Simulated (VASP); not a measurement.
A calculation with VASP 6.6.1 of SiRu (ASE script, structure from a CIF):

run.py

```python
from ase.calculators.vasp import Vasp
from ase.dft.bandgap import bandgap
from ase.io import read

atoms = read('SiRu.cif', primitive_cell=True, subtrans_included=False)
calc = Vasp(
    directory='calc',
    xc='pbe',
    pp='PBE',
    setups='gw',
    prec='Accurate',
    encut=550,
    ediff=1e-06,
    ismear=0,
    sigma=0.05,
    lreal=False,
    lasph=True,
    nelm=80,
    algo='Normal',
    isif=2,
    lwave=False,
    lcharg=False,
    kpts=[6, 6, 6],
    gamma=True,
    nbands=50,
)
atoms.calc = calc

print('energy (eV):', atoms.get_potential_energy())
print('free energy (eV):', atoms.get_potential_energy(force_consistent=True))
print('forces (eV/A):')
print(atoms.get_forces())
print('stress (eV/A^3, Voigt):', atoms.get_stress())
print('Fermi level (eV):', calc.get_fermi_level())
gap, top, bottom = bandgap(calc)
print('band gap (eV):', gap, 'from (spin, k, band)', top, 'to', bottom)
```

File SiRu.cif:

```cif
data_SiRu
_cell_length_a 4.70859538
_cell_length_b 4.70859538
_cell_length_c 4.70859538
_cell_angle_alpha 90.00000000
_cell_angle_beta 90.00000000
_cell_angle_gamma 90.00000000
_space_group_name_H-M_alt 'P2_13'
_space_group_name_Hall 'P 2ac 2ab 3'
_space_group_IT_number 198
loop_
_space_group_symop_operation_xyz
'x,y,z'
'-x+1/2,-y,z+1/2'
'x+1/2,-y+1/2,-z'
'-x,y+1/2,-z+1/2'
'z,x,y'
'z+1/2,-x+1/2,-y'
'-z,x+1/2,-y+1/2'
'-z+1/2,-x,y+1/2'
'y,z,x'
'-y,z+1/2,-x+1/2'
'-y+1/2,-z,x+1/2'
'y+1/2,-z+1/2,-x'
loop_
_atom_site_label
_atom_site_type_symbol
_atom_site_symmetry_multiplicity
_atom_site_Wyckoff_symbol
_atom_site_fract_x
_atom_site_fract_y
_atom_site_fract_z
_atom_site_occupancy
Ru1 Ru 4 a 0.1294055100 0.1294055100 0.1294055100 1
Si1 Si 4 a 0.8375777300 0.8375777300 0.8375777300 1
```

Potentials or basis: VASP PAW PBE potentials, release 64 (Ru_sv_GW, Si_GW).

Launch:

```bash
$ python run.py
```

The cell comes from a database or a generator and needn't be the stable form of this composition.

Q: Write the same calculation in another form: native input, structure from a POSCAR.

A: As run:

The input INCAR:

```
  ALGO = Normal
  EDIFF = 1E-6
  ENCUT = 550
  GGA = PE
  ISIF = 2
  ISMEAR = 0
  LASPH = T
  LCHARG = T
  LELF = T
  LREAL = F
  LVHAR = T
  LWAVE = F
  NBANDS = 50
  NELM = 100
  PREC = Accurate
  SIGMA = 0.05
```

The input KPOINTS:

```
k-points
0
Gamma
  6 6 6
```

POSCAR

```
SiRu
1.0
    4.7085953800      0.0000000000      0.0000000000
    0.0000000000      4.7085953800      0.0000000000
    0.0000000000      0.0000000000      4.7085953800
Ru Si
4 4
Cartesian
    0.6093181865      0.6093181865      0.6093181865
    1.7449795035      4.0992771935      2.9636158765
    2.9636158765      1.7449795035      4.0992771935
    4.0992771935      2.9636158765      1.7449795035
    3.9438146299      3.9438146299      3.9438146299
    3.1190784401      0.7647807501      1.5895169399
    1.5895169399      3.1190784401      0.7647807501
    0.7647807501      1.5895169399      3.1190784401
```

Potentials or basis: VASP PAW PBE potentials, release 64 (Ru_sv_GW, Si_GW).

Launch:

```console
$ cat potpaw_PBE.64/Ru_sv_GW/POTCAR potpaw_PBE.64/Si_GW/POTCAR > POTCAR
$ mpirun -np 1 vasp_std > vasp.out
```

Both were run:

|  | ASE script, structure from a CIF | native input, structure from a POSCAR |
| --- | --- | --- |
| Pressure | 3.3 GPa | 3.3 GPa |
| Largest force | 0.105 eV/Å | 0.105 eV/Å |
| Band gap on the k mesh | 0.27 eV, indirect (least direct gap 0.33 eV) | 0.27 eV, indirect (least direct gap 0.33 eV) |

Keys that steer only the numerical path or the files written may differ.
